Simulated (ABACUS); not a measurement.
# Ge (Fd-3m) in ABACUS: further runs

The runs below take Ge through single point, relaxation of cell and atoms, with HCTH407, revPBE.

Everything below comes from runs of ABACUS 3.10.1. Logs are shortened: lines on timing, memory, paths and dates and some standing lists are left out, and cuts for length are marked.

**What was measured.**

“Electronic and optical properties of SixGe1-x-ySny alloys lattice-matched to Ge”, 2021, arxiv:2109.02782 reports, for a bulk crystal of Ge: band gap 0.666 eV (indirect) at 293 K; band gap 0.807 eV (direct) at 300 K.

How close the calculation comes is told below.

### Step 1. The structure

The structure is cubic, space group Fd-3m (No. 227). Conventional cell: a = 5.658 Å, b = 5.658 Å, c = 5.658 Å, α = 90.00°, β = 90.00°, γ = 90.00°. Ge (site symmetry -43m) has 4 Ge at 2.45 Å as nearest neighbours.

### Step 2. Single point, HCTH407

Input file INPUT:

```
INPUT_PARAMETERS
suffix              Ge
calculation         scf
basis_type          pw
pseudo_dir          ./
symmetry            1
dft_functional      GGA_XC_HCTH_407
ecutwfc             40
pseudo_rcut         10
nspin               1
nbands              24
ks_solver           dav
smearing_method     fd
smearing_sigma      0.00367493
scf_thr             1e-08
scf_nmax            100
mixing_type         broyden
mixing_beta         0.7
cal_force           1
cal_stress          1
ecutrho             320
out_chg             1
kpar                4
```

Input file STRU:

```
ATOMIC_SPECIES
Ge 72.6300 ge_pbe_v1.4.uspp.F.UPF

LATTICE_CONSTANT
7.5601949712

LATTICE_VECTORS
0.0000000000 0.7071067812 0.7071067812
0.7071067812 0.0000000000 0.7071067812
0.7071067812 0.7071067812 0.0000000000

ATOMIC_POSITIONS
Cartesian

Ge
0.0
2
1.0606601718 1.0606601718 1.0606601718 1 1 1
0.7071067812 0.7071067812 0.7071067812 1 1 1
```

Input file KPT:

```
K_POINTS
0
Gamma
6 6 6 0 0 0
```

Potentials or basis: GBRV ultrasoft 1.5 PBE, plane waves.

Command:

```sh
OMP_NUM_THREADS=1 mpirun -np 4 abacus > log
```

running log:

```text
ABACUS v3.10.1

               Atomic-orbital Based Ab-initio Computation at UStc

 ------------------------------------------------------------------------------------

 READING GENERAL INFORMATION
                           global_out_dir = OUT.Ge/
                           global_in_card = INPUT
                               pseudo_dir = ./
                              orbital_dir =
                                    DSIZE = 4
                                    GSIZE = 1

 READING UNITCELL INFORMATION
                                    ntype = 1
                  lattice constant (Bohr) = 7.56019
              lattice constant (Angstrom) = 4.00068

 READING ATOM TYPE 1
                               atom label = Ge
                      L=0, number of zeta = 1
                      L=1, number of zeta = 1
                      L=2, number of zeta = 1
             number of atom for this type = 2

                        TOTAL ATOM NUMBER = 2
CARTESIAN COORDINATES ( UNIT =       7.560194971200 Bohr ).
    atom                   x                   y                   z     mag                  vx                  vy                  vz
tauc_Ge1            1.0606601718        1.0606601718        1.0606601718  0.0000        0.0000000000        0.0000000000        0.0000000000
tauc_Ge2            0.7071067812        0.7071067812        0.7071067812  0.0000        0.0000000000        0.0000000000        0.0000000000

                          Volume (Bohr^3) = 305.551
                             Volume (A^3) = 45.278

 Lattice vectors: (Cartesian coordinate: in unit of a_0)
                   +0           +0.707107           +0.707107
            +0.707107                  +0           +0.707107
            +0.707107           +0.707107                  +0
 Reciprocal vectors: (Cartesian coordinate: in unit of 2 pi/a_0)
            -0.707107           +0.707107           +0.707107
            +0.707107           -0.707107           +0.707107
            +0.707107           +0.707107           -0.707107
 The esolver type has been set to : ksdft_pw

                PAO radial cut off (Bohr) = 10

 Read in pseudopotential file is ge_pbe_v1.4.uspp.F.UPF
                     pseudopotential type = US
          exchange-correlation functional = PBE
                 nonlocal core correction = 1
                        valence electrons = 14
                                     lmax = 2
                           number of zeta = 3
                     number of projectors = 6
                           L of projector = 0
                           L of projector = 0
                           L of projector = 1
                           L of projector = 1
                           L of projector = 2
                           L of projector = 2
 XC functional updated to : GGA_XC_HCTH_407
          exchange-correlation functional = GGA_XC_HCTH_407
     initial pseudo atomic orbital number = 18

 SETUP THE ELECTRONS NUMBER
            electron number of element Ge = 14
      total electron number of element Ge = 28
            AUTOSET number of electrons:  = 28
                           occupied bands = 14
                                   NBANDS = 24
                                   NLOCAL = 18

%%%%%%%%%%%%%%%%%%%%%%%%%%%%%%%%%%%%%%%%%%%%%%%%%%%%%%%%%%%%%%%%%%%%%%%%%%%%%%%%%%%%%%%%%%%%%%%%%%%%%%%%%%
 Warning: the number of valence electrons in pseudopotential > 4 for Ge: [Ar] 3d10 4s2 4p2
 Pseudopotentials with additional electrons can yield (more) accurate outcomes, but may be less efficient.
 If you're confident that your chosen pseudopotential is appropriate, you can safely ignore this warning.
%%%%%%%%%%%%%%%%%%%%%%%%%%%%%%%%%%%%%%%%%%%%%%%%%%%%%%%%%%%%%%%%%%%%%%%%%%%%%%%%%%%%%%%%%%%%%%%%%%%%%%%%%%

 SETUP THE PLANE WAVE BASIS
 energy cutoff for charge/potential (unit:Ry) = 160
            fft grid for charge/potential = [ 32, 32, 32 ]
                        fft grid division = [ 1, 1, 1 ]
        big fft grid for charge/potential = [ 45, 45, 45 ]
                                     nbxx = 91125
                                     nrxx = 32768

 SETUP PLANE WAVES FOR CHARGE/POTENTIAL
                    number of plane waves = 10417
                         number of sticks = 637

 PARALLEL PW FOR CHARGE/POTENTIAL
     PROC   COLUMNS(POT)             PW
        1            637          10417
 --------------- sum -------------------
        1            637          10417
                            number of |g| = 156
                                  max |g| = 230
                                  min |g| = 0

 energy cutoff for dense charge/potential (unit:Ry) = 320
      fft grid for dense charge/potential = [ 45, 45, 45 ]
                                     nrxx = 91125

 SETUP PLANE WAVES FOR dense CHARGE/POTENTIAL
                    number of plane waves = 29603
                         number of sticks = 1261

 PARALLEL PW FOR dense CHARGE/POTENTIAL
     PROC   COLUMNS(POT)             PW
        1           1261          29603
 --------------- sum -------------------
        1           1261          29603
                            number of |g| = 311
                                  max |g| = 461.5
                                  min |g| = 0

----------- Double Check Mixing Parameters Begin ------------
mixing_type: broyden
mixing_beta: 0.7
mixing_gg0: 1
mixing_gg0_min: 0.1
mixing_ndim: 8
----------- Double Check Mixing Parameters End ------------

 LATTICE VECTORS: (CARTESIAN COORDINATE: IN UNIT OF A0)
                   +0           +0.707107           +0.707107
            +0.707107                  +0           +0.707107
            +0.707107           +0.707107                  +0
                       right hand lattice = 1
                                   NORM_A = 1
                                   NORM_B = 1
                                   NORM_C = 1
                           ALPHA (DEGREE) = 60
                           BETA  (DEGREE) = 60
                           GAMMA (DEGREE) = 60

 The lattice vectors have been changed (STRU_SIMPLE.cif)

(for optimal symmetric configuration:)
                             BRAVAIS TYPE = 3
                     BRAVAIS LATTICE NAME = 03. Cubic F (face-centered)
                                    ibrav = 3
                                    IBRAV = 3
                                  BRAVAIS = FACE CENTERED CUBIC
                       LATTICE CONSTANT A = 1.41421
Original cell was already a primitive cell.
                        ROTATION MATRICES = 48
              PURE POINT GROUP OPERATIONS = 24
                   SPACE GROUP OPERATIONS = 48
                                       C2 = 3
                                       C3 = 8
                                       C4 = 0
                                       C6 = 0
                                       S1 = 6
                                       S3 = 0
                                       S4 = 6
                                       S6 = 0
                              POINT GROUP = T_d
               POINT GROUP IN SPACE GROUP = O_h

 SETUP K-POINTS
                                    nspin = 1
                   Input type of k points = Monkhorst-Pack(Gamma)
                                   nkstot = 216
                       right hand lattice = 1
(for reciprocal lattice: )
                             BRAVAIS TYPE = 2
                     BRAVAIS LATTICE NAME = 02. Cubic I (body-centered)
                                    ibrav = 2
                       right hand lattice = 1
(for k-lattice: )
                             BRAVAIS TYPE = 2
                     BRAVAIS LATTICE NAME = 02. Cubic I (body-centered)
                                    ibrav = 2
                       right hand lattice = 1
                        ROTATION MATRICES = 48
                               nkstot_ibz = 16
K-POINTS REDUCTION ACCORDING TO SYMMETRY
     IBZ    DIRECT_X    DIRECT_Y    DIRECT_Z  WEIGHT  ibz2bz
       1  0.00000000  0.00000000  0.00000000  0.0046       0
       2  0.16666667  0.16666667  0.16666667  0.0370       1
       3  0.33333333  0.33333333  0.33333333  0.0370       2
       4  0.50000000  0.50000000  0.50000000  0.0185       3
       5  0.16666667  0.16666667  0.00000000  0.0278       7
       6  0.33333333  0.33333333  0.16666667  0.1111       8
[... 8 lines left out ...]
      15  0.50000000  0.33333333 -0.33333333  0.1111      52
      16  0.50000000  0.33333333 -0.16666667  0.0556      58

                               nkstot now = 16
[... K-POINTS DIRECT COORDINATES: 16 rows ...]

           k-point number in this process = 4
       minimum distributed K point number = 4
[... stars of the k points ...]

[... K-POINTS CARTESIAN COORDINATES: 4 rows ...]

[... K-POINTS DIRECT COORDINATES: 4 rows ...]

 SETUP PLANE WAVES FOR WAVE FUNCTIONS
     energy cutoff for wavefunc (unit:Ry) = 40
              fft grid for wave functions = [ 32, 32, 32 ]
                    number of plane waves = 1639
                         number of sticks = 187

 PARALLEL PW FOR WAVE FUNCTIONS
     PROC   COLUMNS(POT)             PW
        1            187           1639
 --------------- sum -------------------
        1            187           1639

 SETUP NONLOCAL PSEUDOPOTENTIALS IN PLANE WAVE BASIS
 Ge non-local projectors:
 projector 1 L=0
 projector 2 L=0
 projector 3 L=1
 projector 4 L=1
 projector 5 L=2
 projector 6 L=2
      TOTAL NUMBER OF NONLOCAL PROJECTORS = 36

 Init Non-Local PseudoPotential table :
 Init Non-Local-Pseudopotential done.

                                     npwx = 1315

 Make real space PAO into reciprocal space.
       max mesh points in Pseudopotential = 695
     dq(describe PAO in reciprocal space) = 0.01
                                    max q = 763

 number of pseudo atomic orbitals for Ge is 3
WARNING: norm of atomic wavefunction # 3 of atomic type Ge is 0.999782, renormalized

 -------------------------------------------
 SELF-CONSISTENT
 -------------------------------------------
                                 init_chg = atomic

 PW ALGORITHM --------------- ION=   1  ELEC=   1--------------------------------

 Notice: Threshold on eigenvalues was too large.
 hsover_error=0.28 > DRHO=0.0504007
 Origin diag ethr = 0.01
 New diag ethr = 0.000180002

 Density error is 0.0507670470986
                          Error Threshold = 0.000180002486092
----------------------------------------------------------
     Energy           Rydberg                 eV
----------------------------------------------------------
 E_KohnSham     -431.8316572086      -5875.3711148192
 E_Harris       -428.9769644644      -5836.5310274589
 E_Fermi        0.5828705729         7.9303609879
----------------------------------------------------------
[... 63 lines left out ...]
 Density error is 1.09181763677e-10
                          Error Threshold = 1.28502885097e-10
----------------------------------------------------------
     Energy           Rydberg                 eV
----------------------------------------------------------
 E_KohnSham     -431.8365725687      -5875.4379917251
 E_KS(sigma->0) -431.8365434428      -5875.4375954472
 E_Harris       -431.8365896619      -5875.4382242901
 E_band         -23.7010165590       -322.4688735953
 E_one_elec     -279.8012153500      -3806.8908360856
 E_Hartree      166.9831072772       2271.9217287149
 E_xc           -121.5176480480      -1653.3324210113
 E_Ewald        -197.5007581961      -2687.1356707874
 E_entropy(-TS) -0.0000582518        -0.0007925559
 E_descf        0.0000000000         0.0000000000
 E_exx          0.0000000000         0.0000000000
 E_Fermi        0.6229099942         8.4751252622
----------------------------------------------------------

 charge density convergence is achieved
 final etot is -5875.4379917 eV
 EFERMI = 8.4751252622 eV

 STATE ENERGY(eV) AND OCCUPATIONS    NSPIN == 1
 1/4 kpoint (Cartesian) = 0.0000 0.0000 0.0000 (1291 pws)
       1       -17.3720     0.00925926
       2       -17.3720     0.00925926
       3       -17.3720     0.00925926
       4       -17.3444     0.00925926
       5       -17.3444     0.00925926
       6       -17.1435     0.00925926
[... 16 lines left out ...]
      23        19.6540        0.00000
      24        19.6540        0.00000

 2/4 kpoint (Cartesian) = 0.11785 0.11785 0.11785 (1315 pws)
       1       -17.3838      0.0740741
       2       -17.3838      0.0740741
       3       -17.3681      0.0740741
       4       -17.3276      0.0740741
       5       -17.3276      0.0740741
       6       -17.1630      0.0740741
[... 16 lines left out ...]
      23        21.9119        0.00000
      24        21.9119        0.00000

 3/4 kpoint (Cartesian) = 0.23570 0.23570 0.23570 (1308 pws)
       1       -17.3932      0.0740741
       2       -17.3932      0.0740741
       3       -17.3600      0.0740741
       4       -17.3100      0.0740741
       5       -17.3100      0.0740741
       6       -17.1778      0.0740741
[... 16 lines left out ...]
      23        24.2738        0.00000
      24        24.2738        0.00000

 4/4 kpoint (Cartesian) = 0.35355 0.35355 0.35355 (1308 pws)
       1       -17.3954      0.0370370
       2       -17.3954      0.0370370
       3       -17.3558      0.0370370
       4       -17.3050      0.0370370
       5       -17.3050      0.0370370
       6       -17.1816      0.0370370
[... 16 lines left out ...]
      23        20.8828        0.00000
      24        20.8828        0.00000

------------------------------------------------------------------------------------------
 TOTAL-FORCE (eV/Angstrom)
------------------------------------------------------------------------------------------
                       Ge1         0.0000000000         0.0000000000         0.0000000000
                       Ge2         0.0000000000         0.0000000000         0.0000000000
------------------------------------------------------------------------------------------

----------------------------------------------------------------
 TOTAL-STRESS (KBAR)
----------------------------------------------------------------
        45.9498092628         0.0000000000        -0.0000000000
         0.0000000000        45.9498092628        -0.0000000000
         0.0000000000        -0.0000000000        45.9498092628
----------------------------------------------------------------
 TOTAL-PRESSURE: 45.949809 KBAR

 --------------------------------------------
 !FINAL_ETOT_IS -5875.4379917251408187 eV
 --------------------------------------------
```

Wall time 25 s (4 MPI ranks of Intel Xeon Platinum 8259CL at 2.50GHz (Skylake/Cascade Lake), shared host); peak memory 0.68 GiB.

Results:

```yaml
Free_energy: -5875.4380 eV
Pressure: 4.6 GPa
Band_gap_on_the_k_mesh: 0.15 eV, direct
```

Caveat: the potentials were made for another functional, which shifts forces and pressure.

(Part 1 of 2 ends here.)
